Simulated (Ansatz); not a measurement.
# Convergence notes, G0W0 on MoS2 (R3m)

MoS2 (R3m) from a database structure, relaxed with r2SCAN+rVV10; one-shot G0W0 in Ansatz without spin-orbit coupling. Calculated for a static, non-magnetic cell.

```cif
data_structure
_symmetry_space_group_name_H-M 'R3m:H'
_symmetry_Int_Tables_number 160
_cell_length_a 3.1752
_cell_length_b 3.1752
_cell_length_c 18.5818
_cell_angle_alpha 90.000
_cell_angle_beta 90.000
_cell_angle_gamma 120.000
_cell_volume 162.24
loop_
_atom_site_label
_atom_site_type_symbol
_atom_site_symmetry_multiplicity
_atom_site_Wyckoff_symbol
_atom_site_fract_x
_atom_site_fract_y
_atom_site_fract_z
_atom_site_occupancy
Mo1 Mo 3 a 0.66667 0.33333 0.33310 1
S1 S 3 a 0.33333 0.66667 0.08345 1
S2 S 3 a 0.00000 0.00000 0.24946 1
```

Gaps are read over the mesh points alone. G0W0 values are finite-basis, finite-mesh values.
```
 start  potentials      frequency model   mesh  empty bands  screening cutoff (eV)  Kohn-Sham gap (eV)  G0W0 gap (eV)
   PBE         PAW  contour deformation  6×6×6          161                    120                0.95           1.29
   PBE         PAW  contour deformation  6×6×6          400                    220                0.95           1.33
   PBE         PAW  contour deformation  6×6×6          736                    300                0.95           1.34
 HSE06         PAW  contour deformation  6×6×6          400                    220                1.43           1.55
r2SCAN         PAW  contour deformation  6×6×6          400                    220                1.03           1.40
  PBE0         PAW  contour deformation  6×6×6          400                    220                2.08           1.68
   PBE         PAW     Godby-Needs pole  6×6×6          400                    220                0.95           1.34
```

The quasiparticle gap on this mesh is 1.34 eV (T to k = (0, 1/6, -1/6)), against 0.95 eV from PBE: +0.39 eV. Renormalisation factors Z lie between 0.70 and 0.74.

Raising bands and cutoff together moves the gap by +0.04 eV (120 to 220 eV), then +0.01 eV (220 to 300 eV); the last step is small, which bounds nothing strictly. Starting from HSE06 (1.43 eV against PBE's 0.95 eV) gives 1.55 eV, +0.22 eV from G0W0@PBE at the same screening cutoff. Starting from r2SCAN (1.03 eV against PBE's 0.95 eV) gives 1.40 eV, +0.07 eV from G0W0@PBE at the same screening cutoff. Starting from PBE0 (2.08 eV against PBE's 0.95 eV) gives 1.68 eV, +0.35 eV from G0W0@PBE at the same screening cutoff. The Godby-Needs plasmon pole differs from contour deformation by +0.01 eV. r2SCAN runs take a wave cutoff of 500 eV.

Coordinates of k points refer to the reciprocal vectors of the primitive cell of the runs.

The program warns that the k mesh is coarse for exact exchange in some of these runs, so their gaps aren't converged.
